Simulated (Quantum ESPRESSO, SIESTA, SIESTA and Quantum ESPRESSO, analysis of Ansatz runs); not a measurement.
**CaO (Fm-3m):V_Ca, a ladder of methods on one cell (SIESTA and Quantum ESPRESSO)**

We place the charge-transition levels of V_Ca in CaO (Fm-3m) with atom-centred orbitals, then repeat the energies at other levels of method to see what holds. Model: a cell of 54 host atoms with 1 Ca taken out.

Calculated with SIESTA and Quantum ESPRESSO; SIESTA numerical-orbital DFT, PBEsol, DZP basis, PseudoDojo 0.4.1 potentials converted to PSML; charged supercells in a uniform background, point-charge correction with alignment at far sites.

## (1) Set-up

The cell holds 53 atoms: 26 Ca and 27 O. Cell: a = 10.382 Å, b = 10.382 Å, c = 10.382 Å, α = 60.0°, β = 60.0°, γ = 60.0°. It derives from CaO (space group Fm-3m). Nearest the centre at fractional (0.667, 0.667, 0.333): O28 at 2.45 Å, O44 at 2.45 Å, O32 at 2.45 Å, O34 at 2.45 Å, O46 at 2.45 Å, O50 at 2.45 Å, Ca47 at 3.46 Å, Ca9 at 3.46 Å.

Coordinates:

```
CELL_PARAMETERS angstrom
0.00062 7.34118 7.34118
7.34118 0.00062 7.34118
7.34118 7.34118 0.00062
ATOMIC_POSITIONS crystal
Ca 0.00000 0.00000 0.00000
O 0.16667 0.16667 0.16667
Ca 0.00000 0.00000 0.33333
O 0.16667 0.16667 0.50000
Ca 0.00000 0.00000 0.66667
O 0.16667 0.16667 0.83333
Ca 0.00000 0.33333 0.00000
O 0.16667 0.50000 0.16667
Ca 0.00000 0.33333 0.33333
O 0.16667 0.50000 0.50000
Ca 0.00000 0.33333 0.66667
O 0.16667 0.50000 0.83333
Ca 0.00000 0.66667 0.00000
O 0.16667 0.83333 0.16667
Ca 0.00000 0.66667 0.33333
O 0.16667 0.83333 0.50000
Ca 0.00000 0.66667 0.66667
O 0.16667 0.83333 0.83333
Ca 0.33333 0.00000 0.00000
O 0.50000 0.16667 0.16667
Ca 0.33333 0.00000 0.33333
O 0.50000 0.16667 0.50000
Ca 0.33333 0.00000 0.66667
O 0.50000 0.16667 0.83333
Ca 0.33333 0.33333 0.00000
O 0.50000 0.50000 0.16667
Ca 0.33333 0.33333 0.33333
O 0.50000 0.50000 0.50000
Ca 0.33333 0.33333 0.66667
O 0.50000 0.50000 0.83333
Ca 0.33333 0.66667 0.00000
O 0.50000 0.83333 0.16667
Ca 0.33333 0.66667 0.33333
O 0.50000 0.83333 0.50000
Ca 0.33333 0.66667 0.66667
O 0.50000 0.83333 0.83333
Ca 0.66667 0.00000 0.00000
O 0.83333 0.16667 0.16667
Ca 0.66667 0.00000 0.33333
O 0.83333 0.16667 0.50000
Ca 0.66667 0.00000 0.66667
O 0.83333 0.16667 0.83333
Ca 0.66667 0.33333 0.00000
O 0.83333 0.50000 0.16667
Ca 0.66667 0.33333 0.33333
O 0.83333 0.50000 0.50000
Ca 0.66667 0.33333 0.66667
O 0.83333 0.50000 0.83333
Ca 0.66667 0.66667 0.00000
O 0.83333 0.83333 0.16667
O 0.83333 0.83333 0.50000
Ca 0.66667 0.66667 0.66667
O 0.83333 0.83333 0.83333
```

Screening for the image-charge correction: ε∞ = 3.84, ε0 = 15.97, from a response run on this crystal (DFPT, PBEsol, Quantum ESPRESSO) at that run's own cell.

The cell's shortest repeat is 10.4 Å.

The primitive cell was relaxed at this level beforehand, to 29.30 Å³.

The defect-free supercell was relaxed beforehand, from displaced atoms: they ended at most 0.00 Å from the sites they started about, so the symmetric structure holds.

## (2) Band edges

Levels are counted from the valence top, which comes from the unit cell, dense mesh; the energy of the host comes from the defect-free supercell at the defects' own k-points, so that the host's part of the sampling error cancels.

File host.fdf:

```
SystemName                      CaO
SystemLabel                     host
NumberOfSpecies                 2
NumberOfAtoms                   2
%block ChemicalSpeciesLabel
  1   20 Ca
  2    8 O
%endblock ChemicalSpeciesLabel
LatticeConstant                 1.0 Ang
%block LatticeVectors
     0.000207000     2.447060000     2.447060000
     2.447060000     0.000207000     2.447060000
     2.447060000     2.447060000     0.000207000
%endblock LatticeVectors
AtomicCoordinatesFormat         Fractional
%block AtomicCoordinatesAndAtomicSpecies
     0.000000000     0.000000000     0.000000000  1
     0.500000102     0.500000102     0.500000102  2
%endblock AtomicCoordinatesAndAtomicSpecies
%block kgrid.MonkhorstPack
   12   0   0  0.00
    0  12   0  0.00
    0   0  12  0.00
%endblock kgrid.MonkhorstPack
XC.Functional                   GGA
XC.Authors                      PBEsol
PAO.BasisSize                   DZP
PAO.EnergyShift                 0.005 Ry
Mesh.Cutoff                     300 Ry
OccupationFunction              FD
ElectronicTemperature           0.01 eV
MaxSCFIterations                150
SCF.MustConverge                true
SCF.Mixer.Method                Pulay
SCF.Mixer.Weight                0.2
SCF.Mixer.History               10
SCF.DM.Tolerance                1.0e-4
SCF.H.Tolerance                 1.0e-3 eV
WriteForces                     true
Charge.Mulliken                 end
```

On the command line:

```sh
OMP_NUM_THREADS=1 siesta host.fdf > host.out
```

Log:

```text
Version         : 5.4.2

                           ***********************
                           *  WELCOME TO SIESTA  *
                           ***********************

[...]
reinit: Reading from file host.fdf

reinit: -----------------------------------------------------------------------
reinit: System Name: CaO
reinit: -----------------------------------------------------------------------
reinit: System Label: host
reinit: -----------------------------------------------------------------------

initatom: Reading input for the pseudopotentials and atomic orbitals ----------
Species number:   1 Atomic number:   20 Label: Ca
Species number:   2 Atomic number:    8 Label: O

[... pseudopotential checks and orbital generation ...]

prinput: Basis input

PAO.BasisType split

%block ChemicalSpeciesLabel
    1   20 Ca                      # Species index, atomic number, species label
    2    8 O                       # Species index, atomic number, species label
%endblock ChemicalSpeciesLabel

%block PAO.Basis                 # Define Basis set
# WARNING: This information might be incomplete!
[...]
(Free)E + p*V (eV/cell)    -1501.8775
Target enthalpy (eV/cell)    -1501.8705
[...]
siesta: Final energy (eV):
siesta:  Band Struct. =    -373.855961
siesta:       Kinetic =     659.440275
siesta:       Hartree =     287.069910
siesta:         Exch. =    -288.501662
siesta:         Corr. =     -22.826679
siesta:   Exch.-corr. =    -311.328341
siesta:  Ion-electron =   -1290.908492
siesta:       Ion-ion =    -846.143878
siesta:         Total =   -1501.870526
siesta:         Fermi =      -7.367360
[...]
siesta: Stress tensor (static) (eV/Ang**3):
siesta:     0.000237   -0.000044   -0.000044
siesta:    -0.000044    0.000237   -0.000044
siesta:    -0.000044   -0.000044    0.000237
[...]
siesta: Cell volume =         29.302774 Ang**3
[...]
siesta: Pressure (static):
siesta:                Solid            Molecule  Units
siesta:          -0.00000258         -0.00000258  Ry/Bohr**3
siesta:          -0.00023719         -0.00023697  eV/Ang**3
siesta:          -0.38002496         -0.37967541  kBar
[...]
mulliken: Qtot =       16.000

Mulliken Atomic Populations:
Atom #   charge [q] valence [e]  Species
     1     1.165247    8.834753  Ca
     2    -1.165247    7.165247  O
 Total     0.000000

Job completed
```

Elapsed: 13 s, on 1 MPI rank of Arm Neoverse V2, shared host; peak memory 0.18 GiB.

The gap at this level is 3.39 eV.

Test of the sampling: at one point at (¼, ¼, ¼) the host's energy lies 10 meV an atom above its value on the primitive cell's dense mesh, close enough for the relaxations, while formation energies at this sampling may be off by a tenth of an eV or more.

(Continued in part 2 of 6.)

[Logs are printed without paths, hosts, clocks, repeated set-up lines and the standing remarks that a program may print on its own settings, such as how far it seeks lower states.]

[Hosts, paths, dates, database ids (printed as entryN), source tags and the programs' standing remarks are cut or masked in the printed files.]

[For some hosts the program warned that the k-mesh of the response run may be too coarse for force constants and the static dielectric constant; such warnings are not shown here.]

[Charge tables in the logs are Mulliken or Hirshfeld populations, whose sizes and signs can differ; where basis functions stand at a vacancy, SIESTA counts their charge against the missing atom's valence.]

[In relaxation paths of CP2K, step 0 can be the structure after the first move, since the trajectory file begins there, and the last row can be the final structure solved once more.]
